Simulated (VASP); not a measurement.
KBr, 2 atoms in the cell. It takes space group Fm-3m (No. 225, cubic). The conventional cell has a = 6.600 Å, b = 6.600 Å, c = 6.600 Å, α = 90.00°, β = 90.00°, γ = 90.00°. K (site symmetry m-3m) is surrounded by 6 Br at 3.30 Å. Around Br (site symmetry m-3m) lie 6 K at 3.30 Å. 

| Property | Result |
| --- | --- |
| Program | VASP 6.6.1 |
| Task | single point |
| Functional | PBE |
| Potentials or basis | VASP PAW PBE potentials, release 64 (K_sv, Br) |
| Cutoff | 520 eV |
| k mesh | 7 × 7 × 7 |
| Occupations | fermi-dirac, width 0.02 eV |
| Spin | no spin polarisation |
| Dipole correction | no |
| Further INCAR settings | ALGO = Normal; EDIFF = 1e-06; NBANDS = 15 |

Potentials or basis: VASP PAW PBE potentials, release 64 (K_sv, Br).

Launch:

```sh
$ cat potpaw_PBE.64/K_sv/POTCAR potpaw_PBE.64/Br/POTCAR > POTCAR
$ mpirun -np 1 vasp_std > vasp.out
```

Hardware: 1 thread of Intel(R) Xeon(R) 6975P-C (Granite Rapids), with other jobs on the host.

Estimate the wall time of this run.

Wall time 14 s on 1 thread of Intel(R) Xeon(R) 6975P-C (Granite Rapids), with other jobs on the host, peak memory 0.21 GiB. Counts: scf iterations 13, k points 20.
